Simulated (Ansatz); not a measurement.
Recipe of this trial structure of SiC: random cell by space group and Wyckoff sites (P6/mmm, No. 191). Its size is a rough estimate.

```
Si C
1.0
     3.69791    0.00000    0.00000
    -1.84896    3.20249    0.00000
     0.00000    0.00000    7.88356
Si C
3 3
Direct
  0.50000 0.00000 0.50000
  0.00000 0.50000 0.50000
  0.50000 0.50000 0.50000
  0.00000 0.00000 0.50000
  0.00000 0.00000 0.86955
  0.00000 0.00000 0.13045
```

The calculation used Ansatz 0.2.0, DFT PBE, scalar-relativistic, plane waves, PAW. Cutoff 420 eV, Gaussian smearing, Γ-centred meshes. Cell and atoms relax first on a coarse mesh and then on a finer one. In between, the cell is made exact in the group found at 0.06 Å. In metals the finer mesh still leaves noise of several meV/atom or more. The steps can't lower the symmetry of their start. No spin polarisation in the relaxation; trial moments died out in a coarse test.

A guess keeps its type if space group and coordination stay and the shape of the cell changes little (axis ratios within about 15 %, angles within 6°); the volume may change.

Q: Does it keep its structure type, or change into something else?

A: It doesn't keep its type. The symmetry stays P6/mmm (No. 191). The volume per atom grows by 2.7 %, from 15.6 to 16.0 Å³. The shortest distance goes from 1.85 Å (Si–C and Si–Si) to 1.27 Å (C–C). The ratio c/a of the conventional cell changes by a factor of 0.34. Counting neighbours within 15 % of an atom's shortest distance, the start has C 1/6, Si 6 and the end C 2, Si 10. In detail, at the end Si is surrounded by 2 C at 2.66 Å, 4 Si at 2.66 Å and 4 C at 2.97 Å; C on a site of symmetry 6/mmm is surrounded by 2 C at 1.32 Å, 2 C at 2.59 Å and 6 Si at 2.66 Å; around C on a site of symmetry 6mm lie 2 C at 1.27–1.32 Å, 2 C at 2.59–2.64 Å and 6 Si at 2.97 Å.

```cif
data_structure
_symmetry_space_group_name_H-M 'P6/mmm'
_symmetry_Int_Tables_number 191
_cell_length_a 5.3216
_cell_length_b 5.3216
_cell_length_c 3.9083
_cell_angle_alpha 90.000
_cell_angle_beta 90.000
_cell_angle_gamma 120.000
_cell_volume 95.85
loop_
_atom_site_label
_atom_site_type_symbol
_atom_site_symmetry_multiplicity
_atom_site_Wyckoff_symbol
_atom_site_fract_x
_atom_site_fract_y
_atom_site_fract_z
_atom_site_occupancy
Si1 Si 3 g 0.50000 0.00000 0.50000 1
C1 C 1 b 0.00000 0.00000 0.50000 1
C2 C 2 e 0.00000 0.00000 0.83742 1
```

The zero of energy is the elements' standard structures at the same level; no fitted shifts are applied.

Q: At what energy does it end?

A: +1.39 eV/atom. The separate elements lie lower, so it is unstable against them.

The last run used a 12×12×10 mesh (in the run's order of axes) for its 6-atom cell and Gaussian smearing of 0.10 eV. No dispersion correction is applied, so the spacing and binding between layers, chains or molecules are poorly described. The reference form of C is held partly by dispersion forces, which this level lacks. Symmetry constrained the relaxation, so the result can be a saddle point. Another cell of SiC relaxed alike, in P6_3mc (a measured cell (COD)), lies 1.59 eV/atom lower, so this cell isn't the stable form at this level.

In counts of neighbours, a slash parts the counts of unlike sites.
